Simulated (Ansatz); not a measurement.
# TePb: band structure with BLYP

**What was measured.**

From a printed reference work, monograph, for a bulk crystal of TePb at 4.2 K: band gap 0.19 eV (direct).

The system is TePb.

```
Pb Te
1.0
     0.00000    3.23100    3.23100
     3.23100    0.00000    3.23100
     3.23100    3.23100    0.00000
Pb Te
1 1
Cartesian
  0.0000 0.0000 0.0000
  3.2310 3.2310 3.2310
```

```
Program                             : Ansatz 0.2.0
Task                                : band structure
Functional                          : BLYP
Potentials or basis                 : Ansatz PAW
Cutoff                              : 420 eV (not typed: the program's choice for these potentials)
k mesh                              : 7 × 7 × 7
Occupations                         : fermi-dirac, width 0.05 eV
Spin                                : no spin polarisation
Path                                : [["G", "X", "W", "K", "G", "L", "U", "W", "L", "K"], ["U", "X"]]
Points for each segment of the path : 14
```

```yaml
Pressure: 5.3 GPa
Band_gap_along_the_path: 0.83 eV, direct
```

Levels at the corners of the path, in eV from the Fermi level:
| point | band 13 | band 14 | band 15 | band 16 | band 17 | band 18 |
| --- | --- | --- | --- | --- | --- | --- |
| Γ | -1.80 | -1.80 | -1.80 | 3.55 | 3.55 | 3.55 |
| X | -4.85 | -3.21 | -3.21 | 3.18 | 4.92 | 4.92 |
| W | -4.15 | -4.15 | -0.82 | 1.21 | 4.88 | 4.88 |
| K | -4.48 | -2.71 | -2.50 | 3.15 | 3.28 | 4.91 |
| Γ | -1.80 | -1.80 | -1.80 | 3.55 | 3.55 | 3.55 |
| L | -1.32 | -1.32 | -0.45 | 0.38 | 0.82 | 0.82 |
| U | -4.48 | -2.71 | -2.50 | 3.15 | 3.28 | 4.91 |
| W | -4.15 | -4.15 | -0.82 | 1.21 | 4.88 | 4.88 |
| L | -1.32 | -1.32 | -0.45 | 0.38 | 0.82 | 0.82 |
| K | -4.48 | -2.71 | -2.50 | 3.15 | 3.28 | 4.91 |
| U | -4.48 | -2.71 | -2.50 | 3.15 | 3.28 | 4.91 |
| X | -4.85 | -3.21 | -3.21 | 3.18 | 4.92 | 4.92 |

Wall time 3.8 s on 2 threads of Arm Neoverse V1, with other jobs on the host, peak memory 0.38 GiB.

Measured gap of TePb: 0.19 eV (direct; 4.2 K; a printed reference work, monograph). This calculation gives 0.83 eV (+0.64 eV). Spin-orbit coupling on Pb, Te is left out. The value is that of BLYP, without temperature or zero-point motion.

Caveat: this odd mesh misses L, where the gap lies, so gap, dielectric constants and Born charges aren't listed; spin-orbit coupling is left out, which moves the levels of the heavy elements; the PAW data sets come from PBE, with cores solved anew for the run's functional, which leaves a small shift of forces and pressure.
